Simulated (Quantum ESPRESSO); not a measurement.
Crystal: La2O3.

```
La O
1.0
     3.93078    0.00000    0.00000
    -1.96539    3.40415    0.00000
     0.00000    0.00000    6.11195
La O
2 3
Direct
  0.33333 0.66667 0.24624
  0.66667 0.33333 0.75376
  0.00000 0.00000 0.00000
  0.33333 0.66667 0.64589
  0.66667 0.33333 0.35411
```

The cell is a database's computed one.

Base run:

```yaml
Program: Quantum ESPRESSO 7.5
Functional: PBE
Potentials_or_basis: SSSP 1.3 efficiency PBE
Cutoff: 748 eV
Density_cutoff: 5987 eV
k_mesh: 8 × 8 × 5
Occupations: fermi-dirac, width 0.05 eV
Spin: no spin polarisation
```

Its results: band gap on the k mesh 3.89 eV, indirect (least direct gap 4.06 eV); pressure 2.4 GPa; largest force 0.053 eV/Å.

Question: The run is repeated on the same cell with these changes: functional from PBE to PBEsol; potentials or basis from SSSP 1.3 efficiency PBE to GBRV 1.5 PBEsol; cutoff from 748 eV to 612 eV; density cutoff from 5987 eV to 4898 eV. What comes out?

Answer: Band gap on the k mesh 3.85 eV, indirect (least direct gap 3.99 eV); pressure -2.7 GPa; largest force 0.077 eV/Å.

Caveats: spin-orbit coupling is left out, which moves the levels of the heavy elements; an odd mesh through Γ misses points on the zone boundary, where band edges often lie (some runs); some levels on the path didn't converge (some runs).
